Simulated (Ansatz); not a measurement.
# WS2: the cost of one run

The runs shown are made with Ansatz 0.2.0. PAW datasets, plane waves. The values are computed, spin-unpolarised, and not measurements.

**1. Starting point**

The unstrained cell was relaxed with r2SCAN; in each strained cell the atoms were relaxed again with r2SCAN. Names of k-points are those of the unstrained zone, where strain can split equivalent points. First state: -1.0 % shear in the xy plane.

The sheet's in-plane cell has a = 3.180 Å, b = 3.194 Å (γ = 120.4°), and its outermost atoms lie 3.12 Å apart along the normal. Around W lie 6 S at 2.40–2.41 Å; around S lie 3 W at 2.40–2.41 Å.

Coordinates:

```xyz
3
Lattice="3.1803 -0.0159 0.0000 -1.6039 2.7622 0.0000 0.0000 0.0000 30.8326" Properties=species:S:1:pos:R:3 pbc="T T F"
W    -0.0072    1.8362    9.0000
S     1.5846    0.9101   10.5594
S     1.5846    0.9101    7.4406
```
Two periodic directions, a and b.

From earlier runs on the unstrained cell: PBE 1.81 eV, r2SCAN 1.90 eV, HSE06 2.29 eV; a = 3.180 Å.

**2. -1.0 % shear in the xy plane: PBE**

Input file input.yaml:

```yaml
crystal:
  lattice:
    - [3.1803124565, -0.0159015623, 0.0]
    - [-1.6039273852, 2.7621821605, 0.0]
    - [0.0, 0.0, 30.8325707176]
  atoms:
    - { symbol: W, position: [0.3339508935, 0.6666816035, 0.2918991116] }
    - { symbol: S, position: [0.6663578866, 0.3333258649, 0.3424757526] }
    - { symbol: S, position: [0.6663578866, 0.3333258649, 0.2413224705] }
  periodic: [true, true, false]
kpoints:
  mp_grid: { grid: [12, 12, 1] }
  band_path:
    path:
      - [0.0, 0.0, 0.0]
      - [0.5, 0.0, 0.0]
      - [0.3333333333, 0.3333333333, 0.0]
      - [0.333333, 0.335938, 0.0]
    npoints: 1
hamiltonian:
  xc: pbe
scf:
  occupations: { method: fermi_dirac, width: 0.02 }
  n_extra_bands: 4
output:
  forces: true
  stress: true
  eigenvalues: true
  write_density: true
  write_potential: true
  elf: true
  volumetric_format: npy
```

Started as:

```console
ansatz run input.yaml --threads 4 --pin off --max-ram 5529MiB --backend cpu --events-out ev --progress --plain --runs-dir out
```

**Question.** How long does this run take on 4 threads of Arm Neoverse V2, shared host, and how much memory does it need?

About 13 s, with a peak of 0.7 GiB.
